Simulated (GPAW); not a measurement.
Write an ASE script for GPAW 26.7.0 that does the following.

* Task: band structure
* Functional: PBEsol
* Potentials or basis: PAW data sets generated in the run's folder for this functional
* Cutoff: 600 eV
* Basis: pw
* k mesh: 6 × 6 × 3
* Occupations: fermi-dirac, width 0.05 eV
* Spin: no spin polarisation
* Maxiter: 150
* Band path: GMKGALHA,LM,KH
* Band points: 100

The structure of CdS (Greenockite) lies in POSCAR:

```
CdS
1.0
    4.1500000000      0.0000000000      0.0000000000
   -2.0750000000      3.5940054257      0.0000000000
    0.0000000000      0.0000000000      6.7370000000
Cd S
2 2
Direct
    0.6666666667      0.3333333333      0.5000000000
    0.3333333333      0.6666666667      0.0000000000
    0.6666666667      0.3333333333      0.8750000000
    0.3333333333      0.6666666667      0.3750000000
```

One way to write it, as run:

run.py

```python
from ase.dft.bandgap import bandgap
from ase.io import read, write
from ase.units import GPa
from gpaw import GPAW, PW, setup_paths

setup_paths.insert(0, '.')

atoms = read('POSCAR')

calc = GPAW(mode=PW(600),
            xc='PBEsol',
            kpts={'size': (6, 6, 3), 'gamma': True},
            occupations={'name': 'fermi-dirac', 'width': 0.05},
            nbands=31,
            convergence={'density': 1e-05, 'energy': 1e-05},
            maxiter=150,
            txt='gpaw.txt')
atoms.calc = calc
energy = atoms.get_potential_energy()
forces = atoms.get_forces()
stress = atoms.get_stress()
calc.write('gs.gpw')
write('result.traj', atoms)
print(f'Energy: {energy:.6f} eV')
print('Forces (eV/A):')
print(forces.round(4))
print('Stress (GPa):', (stress / GPa).round(3))
print('Fermi level:', round(calc.get_fermi_level(), 4), 'eV')
print(f'Gap: {bandgap(calc)[0]:.4f} eV, direct: {bandgap(calc, direct=True)[0]:.4f} eV')

path = atoms.cell.bandpath('GMKGALHA,LM,KH', npoints=100, eps=1e-4)
bs_calc = calc.fixed_density(kpts=path, symmetry='off', nbands=51,
                             convergence={'bands': 'CBM+6.0', 'eigenstates': 1e-6}, txt='bands.txt')
bs = bs_calc.band_structure()
bs.write('bs.json')
print(f'Gap on the path: {bandgap(bs_calc)[0]:.4f} eV')
```

Potentials or basis: PAW data sets generated in the run's folder for this functional, pw.

The run is started by

```console
$ gpaw-setup -f PBEsol Cd S
$ OMP_NUM_THREADS=1 python run.py
```

It gave:

```json
{"Pressure": "-1.2 GPa", "Largest force": "0.065 eV/Å", "Band gap on the k mesh": "1.04 eV, direct", "Band gap along the path": "1.04 eV, direct"}
```

Run time: 3.2 min on 1 thread of Arm Neoverse V2, with other jobs on the host, peak memory 0.59 GiB.
